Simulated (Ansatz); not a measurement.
# Hf: the cost of one run

Computed with Ansatz 0.2.0 (DFT r2SCAN, scalar-relativistic, plane waves, PAW, unless a step's input says otherwise).

1 further run of the same task is left out (set aside as unsound or not needed).

### Step 1. The structure to begin with

The structure is cubic, space group Fm-3m (No. 225). Conventional cell: a = 4.110 Å, b = 4.110 Å, c = 4.110 Å, α = 90.00°, β = 90.00°, γ = 90.00°. Ti (site symmetry m-3m) is surrounded by 12 Ti at 2.91 Å.

As a file:

```
CELL_PARAMETERS angstrom
0.00000 2.05515 2.05515
2.05515 0.00000 2.05515
2.05515 2.05515 0.00000
ATOMIC_POSITIONS crystal
Ti 0.00000 0.00000 0.00000
```

This cell was relaxed beforehand with the same method: volume 17.36 Å³/atom, gap on the mesh none (metal).

### Step 2. Ti → Hf: the starting cell

The start of Hf: fractional positions of relaxed Ti, cell scaled by 1.064, a guess from tabulated radii.

### Step 3. A first look at the start (Hf)

input.yaml

```yaml
crystal:
  lattice:
    - [0.0, 2.1874114473, 2.1874114473]
    - [2.1874114473, 0.0, 2.1874114473]
    - [2.1874114473, 2.1874114473, 0.0]
  atoms:
    - { symbol: Hf, position: [0.0, 0.0, 0.0] }
basis:
  ecutwfc: 500
kpoints:
  mp_grid: { grid: [8, 8, 8] }
hamiltonian:
  xc: r2scan
scf:
  occupations: { method: gaussian, width: 0.1 }
output:
  forces: true
  stress: true
  eigenvalues: true
```

On the command line:

```
$ ansatz run input.yaml --threads 1 --pin off --max-ram 2560MiB --backend cpu --events-out ev --progress --plain --runs-dir out
```

What time and memory should one allow on 1 thread of Oxide Virtual Turin-like (Zen 5), shared host?

About 2.1 s, with a peak of 0.39 GiB.
